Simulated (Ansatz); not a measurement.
# TaN: the cost of one run

Method: DFT PBE, scalar-relativistic, plane waves, PAW, in Ansatz 0.2.0.

2 further runs of the same task are left out: 2 set aside as unsound or not needed.

## (1) The system as given

Symmetry: Fm-3m, No. 225, cubic system. The conventional cell has a = 4.417 Å, b = 4.417 Å, c = 4.417 Å, α = 90.00°, β = 90.00°, γ = 90.00°. Around Ta (site symmetry m-3m) lie 6 N at 2.21 Å. N (site symmetry m-3m) has 6 Ta at 2.21 Å as nearest neighbours.

Structure file:

```cif
data_structure
_symmetry_space_group_name_H-M 'Fm-3m'
_symmetry_Int_Tables_number 225
_cell_length_a 4.4173
_cell_length_b 4.4173
_cell_length_c 4.4173
_cell_angle_alpha 90.000
_cell_angle_beta 90.000
_cell_angle_gamma 90.000
_cell_volume 86.19
loop_
_atom_site_label
_atom_site_type_symbol
_atom_site_symmetry_multiplicity
_atom_site_Wyckoff_symbol
_atom_site_fract_x
_atom_site_fract_y
_atom_site_fract_z
_atom_site_occupancy
Ta1 Ta 4 b 0.50000 0.00000 0.00000 1
N1 N 4 a 0.00000 0.00000 0.00000 1
```

This cell was relaxed beforehand with the same method: volume 10.77 Å³/atom, gap on the mesh none (metal).

## (2) The ladder chain

A free-standing chain of the crystal's atoms, periodic along c. Atoms and period relax; energies count from the bulk, -5158.9572 eV an atom.

The cell holds 2 Ta, 2 N: a = 11.100 Å, b = 9.300 Å, c = 3.976 Å, α = 90.00°, β = 90.00°, γ = 90.00°.

## (3) The relaxation run

Pressure and volume refer to the whole cell with its vacuum; only the period along c may change.

Input file input.yaml:

```yaml
crystal:
  lattice:
    - [11.1, 0.0, 0.0]
    - [0.0, 9.3, 0.0]
    - [0.0, 0.0, 3.9755425938]
  atoms:
    - { symbol: Ta, position: [0.40598379, 0.5, 0.0], spin: 1.5 }
    - { symbol: "N", position: [0.40598379, 0.5, 0.5], spin: 0.5 }
    - { symbol: "N", position: [0.59401621, 0.5, 0.0], spin: 0.5 }
    - { symbol: Ta, position: [0.59401621, 0.5, 0.5], spin: 1.5 }
basis:
  ecutwfc: 420
kpoints:
  mp_grid: { grid: [1, 1, 16] }
hamiltonian:
  xc: pbe
scf:
  occupations: { method: gaussian, width: 0.05 }
output:
  forces: true
  stress: true
  eigenvalues: true
  populations: true
  write_density: true
  write_potential: true
  elf: true
  volumetric_format: npy
magnetization:
  spin_polarized: true
relax:
  adjacent_minimum: "off"
  f_tol: 0.01
  max_steps: 45
  cell: { fix: [a, b, alpha, beta, gamma], stress_tol: 0.03 }
```

Started as:

```
ansatz run input.yaml --threads 2 --pin off --max-ram 5120MiB --backend cpu --events-out ev --progress --plain --runs-dir out
```

Q: Estimate wall time and peak memory on 2 threads of Arm Neoverse V2, shared host.

About 64 s, with a peak of 0.72 GiB.
